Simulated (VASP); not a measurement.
Here is a VASP 6.6.1 calculation.

Contents of run.py:

```python
from ase.calculators.vasp import Vasp
from ase.dft.bandgap import bandgap
from ase.io import read

atoms = read('PbSe.cif', primitive_cell=True, subtrans_included=False)
calc = Vasp(
    directory='calc',
    xc='pbesol',
    pp='PBE',
    setups='materialsproject',
    prec='Accurate',
    encut=520,
    ediff=1e-06,
    ismear=0,
    sigma=0.02,
    lreal=False,
    lasph=True,
    nelm=60,
    algo='Fast',
    isif=2,
    lwave=False,
    lcharg=True,
    lelf=True,
    lvhar=True,
    kpts=[8, 8, 8],
    gamma=True,
    nbands=17,
)
atoms.calc = calc

print('energy (eV):', atoms.get_potential_energy())
print('free energy (eV):', atoms.get_potential_energy(force_consistent=True))
print('forces (eV/A):')
print(atoms.get_forces())
print('stress (eV/A^3, Voigt):', atoms.get_stress())
print('Fermi level (eV):', calc.get_fermi_level())
gap, top, bottom = bandgap(calc)
print('band gap (eV):', gap, 'from (spin, k, band)', top, 'to', bottom)
```

PbSe.cif

```cif
data_PbSe
_cell_length_a 6.12130000
_cell_length_b 6.12130000
_cell_length_c 6.12130000
_cell_angle_alpha 90.00000000
_cell_angle_beta 90.00000000
_cell_angle_gamma 90.00000000
_space_group_name_H-M_alt 'Fm-3m'
_space_group_name_Hall '-F 4 2 3'
_space_group_IT_number 225
loop_
_space_group_symop_operation_xyz
'x,y,z'
'-x,-y,-z'
'-y,x,z'
'y,-x,-z'
'-x,-y,z'
'x,y,-z'
'y,-x,z'
'-y,x,-z'
'x,-y,-z'
'-x,y,z'
'-y,-x,-z'
'y,x,z'
'-x,y,-z'
'x,-y,z'
'y,x,-z'
'-y,-x,z'
'z,x,y'
'-z,-x,-y'
'z,-y,x'
'-z,y,-x'
'z,-x,-y'
'-z,x,y'
'z,y,-x'
'-z,-y,x'
'-z,x,-y'
'z,-x,y'
'-z,-y,-x'
'z,y,x'
'-z,-x,y'
'z,x,-y'
'-z,y,x'
'z,-y,-x'
'y,z,x'
'-y,-z,-x'
'x,z,-y'
'-x,-z,y'
'-y,z,-x'
'y,-z,x'
'-x,z,y'
'x,-z,-y'
'-y,-z,x'
'y,z,-x'
'-x,-z,-y'
'x,z,y'
'y,-z,-x'
'-y,z,x'
'x,-z,y'
'-x,z,-y'
'x,y+1/2,z+1/2'
'-x,-y+1/2,-z+1/2'
'-y,x+1/2,z+1/2'
'y,-x+1/2,-z+1/2'
'-x,-y+1/2,z+1/2'
'x,y+1/2,-z+1/2'
'y,-x+1/2,z+1/2'
'-y,x+1/2,-z+1/2'
'x,-y+1/2,-z+1/2'
'-x,y+1/2,z+1/2'
'-y,-x+1/2,-z+1/2'
[... 41 lines left out ...]
'-x+1/2,-y,z+1/2'
'x+1/2,y,-z+1/2'
'y+1/2,-x,z+1/2'
'-y+1/2,x,-z+1/2'
'x+1/2,-y,-z+1/2'
'-x+1/2,y,z+1/2'
'-y+1/2,-x,-z+1/2'
'y+1/2,x,z+1/2'
'-x+1/2,y,-z+1/2'
'x+1/2,-y,z+1/2'
'y+1/2,x,-z+1/2'
'-y+1/2,-x,z+1/2'
'z+1/2,x,y+1/2'
'-z+1/2,-x,-y+1/2'
'z+1/2,-y,x+1/2'
'-z+1/2,y,-x+1/2'
'z+1/2,-x,-y+1/2'
'-z+1/2,x,y+1/2'
'z+1/2,y,-x+1/2'
'-z+1/2,-y,x+1/2'
'-z+1/2,x,-y+1/2'
'z+1/2,-x,y+1/2'
'-z+1/2,-y,-x+1/2'
'z+1/2,y,x+1/2'
'-z+1/2,-x,y+1/2'
'z+1/2,x,-y+1/2'
'-z+1/2,y,x+1/2'
'z+1/2,-y,-x+1/2'
'y+1/2,z,x+1/2'
'-y+1/2,-z,-x+1/2'
'x+1/2,z,-y+1/2'
'-x+1/2,-z,y+1/2'
'-y+1/2,z,-x+1/2'
'y+1/2,-z,x+1/2'
'-x+1/2,z,y+1/2'
'x+1/2,-z,-y+1/2'
'-y+1/2,-z,x+1/2'
'y+1/2,z,-x+1/2'
'-x+1/2,-z,-y+1/2'
'x+1/2,z,y+1/2'
'y+1/2,-z,-x+1/2'
'-y+1/2,z,x+1/2'
'x+1/2,-z,y+1/2'
'-x+1/2,z,-y+1/2'
'x+1/2,y+1/2,z'
'-x+1/2,-y+1/2,-z'
'-y+1/2,x+1/2,z'
'y+1/2,-x+1/2,-z'
'-x+1/2,-y+1/2,z'
'x+1/2,y+1/2,-z'
'y+1/2,-x+1/2,z'
'-y+1/2,x+1/2,-z'
'x+1/2,-y+1/2,-z'
'-x+1/2,y+1/2,z'
'-y+1/2,-x+1/2,-z'
'y+1/2,x+1/2,z'
'-x+1/2,y+1/2,-z'
'x+1/2,-y+1/2,z'
'y+1/2,x+1/2,-z'
'-y+1/2,-x+1/2,z'
'z+1/2,x+1/2,y'
'-z+1/2,-x+1/2,-y'
'z+1/2,-y+1/2,x'
'-z+1/2,y+1/2,-x'
'z+1/2,-x+1/2,-y'
'-z+1/2,x+1/2,y'
'z+1/2,y+1/2,-x'
'-z+1/2,-y+1/2,x'
'-z+1/2,x+1/2,-y'
'z+1/2,-x+1/2,y'
'-z+1/2,-y+1/2,-x'
'z+1/2,y+1/2,x'
'-z+1/2,-x+1/2,y'
'z+1/2,x+1/2,-y'
'-z+1/2,y+1/2,x'
'z+1/2,-y+1/2,-x'
'y+1/2,z+1/2,x'
'-y+1/2,-z+1/2,-x'
'x+1/2,z+1/2,-y'
'-x+1/2,-z+1/2,y'
'-y+1/2,z+1/2,-x'
'y+1/2,-z+1/2,x'
'-x+1/2,z+1/2,y'
'x+1/2,-z+1/2,-y'
'-y+1/2,-z+1/2,x'
'y+1/2,z+1/2,-x'
'-x+1/2,-z+1/2,-y'
'x+1/2,z+1/2,y'
'y+1/2,-z+1/2,-x'
'-y+1/2,z+1/2,x'
'x+1/2,-z+1/2,y'
'-x+1/2,z+1/2,-y'
loop_
_atom_site_label
_atom_site_type_symbol
_atom_site_symmetry_multiplicity
_atom_site_Wyckoff_symbol
_atom_site_fract_x
_atom_site_fract_y
_atom_site_fract_z
_atom_site_occupancy
Pb1 Pb 4 a 0.0000000000 0.0000000000 0.0000000000 1
Se1 Se 4 b 0.5000000000 0.0000000000 0.0000000000 1
```

Potentials or basis: VASP PAW PBE potentials, release 64 (Pb_d, Se).

Command:

```sh
$ python run.py
```

Q: Predict the pressure.

A: -0.5 GPa.

Q: Estimate the band gap on the k mesh.

A: 0.20 eV, direct.

Caveat: the PAW data sets were made with another functional, which shifts forces and pressure a little; spin-orbit coupling is left out, which as a rule narrows the gap of such compounds by several tenths of an eV.

**Measured values to compare with.**

From a printed reference work, monograph, for a bulk crystal of PbSe at 4.2 K: band gap 0.15 eV (direct).

Against the measured gap of PbSe, 0.15 eV (direct; 4.2 K; a printed reference work, monograph), the calculated 0.20 eV is off by +0.05 eV. 2 values of this kind are on record (0.15 to 0.28 eV); this one was drawn at random. Spin-orbit coupling on Pb, Se is left out. The value is that of PBEsol on a finite k mesh, which can miss the band edges, without temperature or zero-point motion.
